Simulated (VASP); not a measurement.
Set up this calculation in VASP 6.6.1, as the native input.

- Task: relaxation of cell and atoms
- Functional: PBE
- Dispersion: D3(BJ)
- Potentials or basis: VASP PAW PBE potentials, release 64 (C)
- Cutoff: 600 eV
- k mesh: 21 × 21 × 6
- Occupations: gaussian, width 0.1 eV
- Spin: no spin polarisation
- Dipole correction: no
- Further INCAR settings: ALGO = Fast; EDIFF = 1e-07; IBRION = 2; EDIFFG = -0.005; NSW = 100; ISIF = 3

The structure of C lies in POSCAR:

```
C
1.0
    2.4560000000      0.0000000000      0.0000000000
   -1.2280000000      2.1269583917      0.0000000000
    0.0000000000      0.0000000000      6.6960000000
C
4
Direct
    0.0000000000      0.0000000000      0.7500000000
    0.0000000000      0.0000000000      0.2500000000
    0.3333333333      0.6666666667      0.7500000000
    0.6666666667      0.3333333333      0.2500000000
```

One way to write it, as run:

INCAR

```
PREC     = Accurate       # precision mode
ENCUT    = 600            # plane-wave cutoff, eV
EDIFF    = 1E-7           # SCF threshold, eV
ISMEAR   = 0              # smearing method
SIGMA    = 0.1            # smearing width, eV
LREAL    = False          # projectors in reciprocal space
LASPH    = True           # aspherical terms in the spheres
NELM     = 100            # most SCF steps
ALGO     = Fast           # electronic algorithm
ISIF     = 3              # what is computed and relaxed
LWAVE    = False          # write WAVECAR
LCHARG   = False          # write CHGCAR
GGA      = PE             # functional
IVDW     = 12             # dispersion correction
IBRION   = 2              # ionic algorithm
NSW      = 100            # ionic steps
EDIFFG   = -0.005         # ionic threshold
```

KPOINTS

```
regular mesh
0
Gamma
  21 21 6
```

Potentials or basis: VASP PAW PBE potentials, release 64 (C).

The run is started by

```bash
$ cat potpaw_PBE.64/C/POTCAR > POTCAR
$ mpirun -np 1 vasp_std > vasp.out
```

It gave:

```yaml
Relaxed_volume: 8.81 Å³/atom
Relaxed_cell: a = 2.465 Å, b = 2.465 Å, c = 6.695 Å, α = 90.00°, β = 90.00°, γ = 120.00°
Space_group_after_relaxing_to_0.05_Å: P6_3/mmc (No. 194)
Energy_gained_by_relaxing: 1.0 meV/atom
Ionic_steps: 3
Pressure_after_relaxing: -0.1 GPa
Band_gap_on_the_k_mesh: none (metal or under the smearing width)
Dispersion_energy_per_atom: -0.157 eV
```

It took 2.2 min on 1 thread of Intel(R) Xeon(R) Platinum 8559C (Emerald Rapids), with other jobs on the host, peak memory 0.22 GiB.
